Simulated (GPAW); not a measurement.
The system is Al3Cu.

```
Cu Al
1.0
     3.92415    0.00000    0.00000
     0.00000    3.92415    0.00000
     0.00000    0.00000    3.92415
Cu Al
1 3
Direct
  0.00000 0.00000 0.00000
  0.50000 0.50000 0.00000
  0.50000 0.00000 0.50000
  0.00000 0.50000 0.50000
```

The cell comes from a database or a generator and needn't be the stable form of this composition.

```yaml
Program: GPAW 26.7.0
Task: relaxation of cell and atoms
Functional: PBEsol
Potentials_or_basis: PAW data sets generated in the run's folder for this functional
Cutoff: 600 eV
Basis: pw
k_mesh: 7 × 7 × 7
Occupations: fermi-dirac, width 0.05 eV
Spin: no spin polarisation
```

At the start: pressure -2.0 GPa; volume 15.11 Å³/atom.

Task: How do energy, volume and symmetry change on relaxing?

Result: Over 3 steps the energy falls by 2.1 meV/atom and the volume is 14.78 Å³/atom (-2.1 %); space group Pm-3m (No. 221, to 0.05 Å).

The path:
```csv
step,energy change (eV),largest force (eV/Å),pressure (GPa),volume (Å³)
1,0.0000,0.0000,-2.05,60.43
2,-0.0015,0.0000,-1.86,60.30
3,-0.0082,0.0000,0.05,59.13
```

Final structure:
```cif
data_structure
_symmetry_space_group_name_H-M 'P 1'
_symmetry_Int_Tables_number 1
_cell_length_a 3.8958
_cell_length_b 3.8958
_cell_length_c 3.8958
_cell_angle_alpha 90.000
_cell_angle_beta 90.000
_cell_angle_gamma 90.000
_cell_volume 59.13
loop_
_atom_site_label
_atom_site_type_symbol
_atom_site_fract_x
_atom_site_fract_y
_atom_site_fract_z
_atom_site_occupancy
Cu1 Cu 0.00000 0.00000 0.00000 1
Al1 Al 0.50000 0.50000 0.00000 1
Al2 Al 0.50000 0.00000 0.50000 1
Al3 Al 0.00000 0.50000 0.50000 1
```

Caveat: with this Cu data set, volumes or pressures lay over 1.5 % or 2 GPa off other programs in two to four cells of ten; later steps reuse the first step's grids.
